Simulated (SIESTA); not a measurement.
Crystal: Co.

```
Co
1.0
     2.47200    0.00000    0.00000
    -1.23600    2.14081    0.00000
     0.00000    0.00000    4.02114
Co
2
Cartesian
  1.2360 0.7136 3.0159
  0.0000 1.4272 1.0053
```

Base run:

```yaml
Program: SIESTA 5.4.2
Functional: PBEsol
Potentials_or_basis: PseudoDojo 0.4 standard (PBEsol files)
Basis: SZ (energy shift 0.003 Ry)
Grid_cutoff: 800 Ry
Energy_shift: 0.003 Ry
k_mesh: 12 × 12 × 7
Occupations: fermi-dirac, width 0.05 eV
Spin: collinear spin, ferromagnetic start
Starting_moments: "[2.0, 2.0] μB"
```

Its results: band gap on the k mesh none (metal or under the smearing width); pressure 19.3 GPa; net moment 2.96 μB per cell; site moments Co +1.48 μB.

Question: The run is repeated on the same cell with these changes: basis from SZ (energy shift 0.003 Ry) to TZDP (energy shift 0.003 Ry; two zetas on semicore shells). What comes out?

Answer: Band gap on the k mesh none (metal or under the smearing width); pressure -6.2 GPa; net moment 3.20 μB per cell; site moments Co +1.60 μB.

Caveats: short orbitals over semicore shells can move pressures by several GPa; the basis of atomic orbitals isn't converged, which shifts pressures, moduli and gaps; the basis has no polarisation orbitals (some runs).
